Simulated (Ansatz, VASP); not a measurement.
## HgS6 in VASP and in Ansatz

```
Hg S
1.0
     6.29112    0.00000    0.00000
     0.00000    6.29112    0.00000
     0.00000    0.00000    6.29112
Hg S
1 6
Direct
  0.00000 0.00000 0.00000
  0.84695 0.50000 0.50000
  0.15305 0.50000 0.50000
  0.50000 0.50000 0.84695
  0.50000 0.50000 0.15305
  0.50000 0.15305 0.50000
  0.50000 0.84695 0.50000
```

Change from the starting cell: species swapped into the YB6 type (Pm-3m, No. 221).

Alike in both runs: task relaxation of cell and atoms; functional PBE; k mesh 6 × 6 × 6; occupations gaussian, width 0.1 eV; no spin polarisation.

```csv
,VASP,Ansatz
version,VASP 6.6.1,Ansatz 0.2.0
potentials or method,"VASP PAW PBE potentials, release 64 (Hg, S)","scalar-relativistic, plane waves, PAW"
plane-wave cutoff (eV),600,420
valence electrons in the cell,48,56
```

```tsv
	VASP	Ansatz	Ansatz less VASP
gap on the k mesh at the Fermi level, each at its own relaxed structure (eV)	none	none	-
relaxed volume (Å³/atom)	35.42	35.46	+0.039
relaxed cell length with the largest relative difference (Å)	6.282	6.285	+0.0023
```

A gap of «none» marks a metal or a gap that the smearing closes. The two sets of potentials don't hold the same shells in valence.

The runs have no spin-orbit coupling, so splittings on Hg are missing.
